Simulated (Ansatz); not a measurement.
# In: rattling a relaxed structure

The cell was found from a structure generator's guess, not taken from experiment.

Computed with DFT PBE, scalar-relativistic, plane waves, PAW in Ansatz 0.2.0. Plane waves to 420 eV, a k mesh through Γ of 12×12×12 on the computed 4-atom cell and Gaussian smearing (0.10 eV); no spin polarisation.

The cell below (4 atoms, space group P-62m (No. 189)) is relaxed within its symmetry.

```xyz
4
Lattice="6.3624 0.0000 0.0000 -3.1812 5.5100 0.0000 0.0000 0.0000 3.1961" Properties=species:S:1:pos:R:3 pbc="T T T"
In    3.0054    0.0000    0.0000
In   -1.5027    2.6027    0.0000
In    1.6785    2.9073    0.0000
In    0.0000    0.0000    1.5981
```

For the test a repeat of it with 8 atoms (edges 3.20, 6.36, 11.02 Å) was strained at random (σ = 1.5 % a component), the atoms were moved at random (σ = 0.15 Å), and all was relaxed again on a coarse 6×4×2 mesh (in the run’s order of axes) with 0.20 eV smearing, with no symmetry imposed.

**Question.** What happens?

**Answer.** It doesn't return. The energy falls by 69 meV/atom on that mesh, the volume changes by -2.1 %, and the end has space group C2/c (No. 15) at a loose tolerance. Relaxed again on a 20×20×10 mesh with 0.10 eV smearing, the new structure lies 26 meV/atom below the first (mesh in the axes of the run's cell; the cell below is made exact in the group named). Space group I4/mmm (No. 139), tetragonal, a = 3.332 Å, c = 4.959 Å. Around In lie 12 In at 3.33–3.42 Å.

```cif
data_structure
_symmetry_space_group_name_H-M 'I4/mmm'
_symmetry_Int_Tables_number 139
_cell_length_a 3.3321
_cell_length_b 3.3321
_cell_length_c 4.9592
_cell_angle_alpha 90.000
_cell_angle_beta 90.000
_cell_angle_gamma 90.000
_cell_volume 55.06
loop_
_atom_site_label
_atom_site_type_symbol
_atom_site_symmetry_multiplicity
_atom_site_Wyckoff_symbol
_atom_site_fract_x
_atom_site_fract_y
_atom_site_fract_z
_atom_site_occupancy
In1 In 2 b 0.50000 0.50000 0.00000 1
```
